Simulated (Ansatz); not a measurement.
**Ga in Ansatz: convergence with scf exx energy threshold**

Input of the first run (scf exx energy threshold 0.01); the others differ in this setting and in those tied to it:

The input input.yaml:

```yaml
crystal:
  lattice:
    - [2.71648, 0.0, 0.0]
    - [0.0, 2.71648, 0.0]
    - [0.0, 0.0, 2.71648]
  atoms:
    - { symbol: Ga, position: [0.0, 0.0, 0.0] }
hamiltonian:
  xc: hse06
  pseudopotentials: { kind: nc }
kpoints:
  mp_grid: { grid: [5, 5, 5] }
scf:
  occupations: { method: gaussian, width: 0.1 }
  exx: { energy_threshold: 0.01 }
output:
  forces: true
  stress: true
  eigenvalues: true
```

Potentials or basis: Ansatz NC.

The run is started by

```console
$ ansatz run input.yaml --threads 2 --pin off --max-ram 5632MiB --backend cpu --events-out ev --progress --plain --runs-dir out
```

The cell was built by a generator and needn't be a form met in nature.

Hardware: 2 threads of Arm Neoverse V1 (shared host).

```tsv
scf exx energy threshold	energy less the tightest run, at zero smearing (meV/atom)	pressure (GPa)	SCF cycles	CPU time (s)	peak memory (GiB)
0.01	0.00	-4.34	16	16	0.56
0.001	0.00	-4.34	16	16	0.56
0.0001	0.00	-4.34	16	17	0.56
1e-05	0.00	-4.34	16	17	0.56
1e-06	0.00	-4.32	17	17	0.56
1e-07	0.00	-4.36	20	19	0.56
```

Against the tightest run, the energy stays within 1 meV/atom from 0.01 on; the pressure stays within 0.1 GPa from 0.01 on. The tightest run that finished is the yardstick and may itself not be fully converged.

Caveat, for the tightest run too: the k mesh is coarse (spacing up to 0.46 Å⁻¹), so the values aren't converged, least of all with exact exchange; the potentials were made for another functional, which shifts forces and pressure; the thresholds are loose for stress.
